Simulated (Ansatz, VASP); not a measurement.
**One calculation of TaN, two programs**

```
Ta N
1.0
     0.00000    2.17900    2.17900
     2.17900    0.00000    2.17900
     2.17900    2.17900    0.00000
Ta N
1 1
Cartesian
  2.1790 2.1790 2.1790
  0.0000 0.0000 0.0000
```

Alike in both runs: task single point; functional PBE; k mesh 8 × 8 × 8; occupations gaussian, width 0.1 eV; collinear spin.

|  | VASP | Ansatz |
| --- | --- | --- |
| version | VASP 6.6.1 | Ansatz 0.2.0 |
| potentials or method | VASP PAW PBE potentials, release 64 (Ta_pv, N) | scalar-relativistic, plane waves, PAW |
| plane-wave cutoff (eV) | 520 | 420 |
| valence electrons in the cell | 16 | 18 |

```csv
,VASP,Ansatz,Ansatz less VASP
gap on the k mesh at the Fermi level (eV),none,none,-
pressure (GPa),15.7,14.7,-0.95
net moment per atom (μB),0.00,0.00,0.000
```

A gap of «none» marks a metal or a gap that the smearing closes. With one functional, cell and mesh, what is left measures potentials, basis and numerics. The two sets of potentials don't hold the same shells in valence. Ansatz warned: «seeded_moment_not_kept».

Caveats: so large a pressure means that the cell lies far from this level's equilibrium, or that cutoff or potentials fall short (VASP). The runs have no spin-orbit coupling, so splittings on Ta are missing.
